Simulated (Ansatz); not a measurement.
## TaN under changes of volume

One of the cells (10.776 Å³/atom); the others are scaled copies at fixed shape and fractional positions:

```xyz
2
Lattice="2.9380 0.0000 0.0000 -1.4690 2.5444 0.0000 0.0000 0.0000 2.8830" Properties=species:S:1:pos:R:3 pbc="T T T"
Ta    0.0000    0.0000    1.4415
N     1.4690    0.8481    0.0000
```

| Quantity | Value |
| --- | --- |
| Program | Ansatz 0.2.0 |
| Functional | PBE |
| Potentials or basis | all-electron LAPW, scalar-relativistic |
| Cutoff | 378 eV (chosen from the basis error) |
| Basis error allowed | 0.0005 eV/atom |
| k mesh | 10 × 10 × 9 |
| Occupations | fermi-dirac, width 0.05 eV |
| Spin | no spin polarisation |

```tsv
volume (Å³/atom)	energy over the lowest point (meV/atom)	pressure (GPa)
10.129	?	?
10.345	35.46	20.7
10.560	13.36	12.3
10.776	1.89	4.8
10.991	0.00	-1.9
11.207	6.72	-8.0
11.422	21.21	-13.4
```

**Question.** What does the run at 10.129 Å³/atom give?

**Answer.** Energy over the lowest point 69.37 meV/atom; pressure 29.9 GPa.

Worked out: A Birch-Murnaghan fit of order 3 (a polynomial in V^(-2/3)) to the other rows has its minimum at 10.93 Å³/atom with B0 = V·E''(V) = 335 GPa and B' = 4.3 at fixed shape and positions, which overstates the stiffness. It gives 69.51 meV/atom at 10.129 Å³/atom, against the run's 69.37, and -dE/dV = 30.0 GPa, against 29.9.

Energies are extrapolated to zero smearing.
